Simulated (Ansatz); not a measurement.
The system is GaSb.

```xyz
2
Lattice="0.0000 3.0590 3.0590 3.0590 0.0000 3.0590 3.0590 3.0590 0.0000" Properties=species:S:1:pos:R:3 pbc="T T T"
Sb    4.5885    4.5885    4.5885
Ga    0.0000    0.0000    0.0000
```

| Item | Value |
| --- | --- |
| Program | Ansatz 0.2.0 |
| Task | relaxation of cell and atoms |
| Functional | LDA |
| Potentials or basis | Ansatz PAW |
| Cutoff | 420 eV (not typed: the program's choice for these potentials) |
| k mesh | 8 × 8 × 8 |
| Occupations | fermi-dirac, width 0.05 eV |
| Spin | no spin polarisation |

At the start: volume 28.62 Å³/atom.

Where does the relaxation end?

It ends after 4 steps and the volume is 27.68 Å³/atom (-3.3 %); space group F-43m (No. 216, to 0.05 Å).

The path:
```csv
step,energy change (eV),largest force (eV/Å),volume (Å³)
1,0.0000,0.0000,57.25
2,-0.0100,0.0000,54.74
3,-0.0110,0.0000,55.36
4,-0.0106,0.0000,55.36
```

Final structure:
```cif
data_structure
_symmetry_space_group_name_H-M 'P 1'
_symmetry_Int_Tables_number 1
_cell_length_a 4.2780
_cell_length_b 4.2780
_cell_length_c 4.2780
_cell_angle_alpha 60.000
_cell_angle_beta 60.000
_cell_angle_gamma 60.000
_cell_volume 55.36
loop_
_atom_site_label
_atom_site_type_symbol
_atom_site_fract_x
_atom_site_fract_y
_atom_site_fract_z
_atom_site_occupancy
Sb1 Sb 0.75000 0.75000 0.75000 1
Ga1 Ga 0.00000 0.00000 0.00000 1
```

Caveat: the plane-wave basis is chosen anew once the cell has moved, so the energies of steps on either side of that aren't comparable; the PAW data sets come from PBE, with cores solved anew for the run's functional, which leaves a small shift of forces and pressure.
